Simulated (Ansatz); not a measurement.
CdS (Greenockite) in Ansatz: the effect of exact exchange

Crystal: CdS (Greenockite).

```
Cd S
1.0
     4.15000    0.00000    0.00000
    -2.07500    3.59401    0.00000
     0.00000    0.00000    6.73700
Cd S
2 2
Direct
  0.66667 0.33333 0.50000
  0.33333 0.66667 0.00000
  0.66667 0.33333 0.87500
  0.33333 0.66667 0.37500
```

Alike in all runs:

- Program: Ansatz 0.2.0
- Task: single point
- Functional: HSE06 form with a typed share of exact exchange
- Potentials or basis: Ansatz PAW
- Cutoff: 420 eV (not typed: the program's choice for these potentials)
- k mesh: 4 × 4 × 2
- Occupations: fermi-dirac, width 0.05 eV
- Spin: no spin polarisation

Problem. One run gave: gap on the mesh 1.81 eV; pressure 1.4 GPa. Which exact exchange did it use?
A. 0.2
B. 0.15
C. 0.05
D. 0.1

Solution. B.

| exact exchange | gap on the mesh (eV) | pressure (GPa) |
| --- | --- | --- |
| 0.05 | 1.39 | 1.9 |
| 0.1 | 1.60 | 1.6 |
| 0.15 | 1.81 | 1.4 |
| 0.2 | 2.03 | 1.2 |

Caveats: all runs use coarse meshes; the PAW data sets come from PBE, with cores solved anew for the run's functional, which leaves a small shift of forces and pressure; the thresholds are loose for stress.

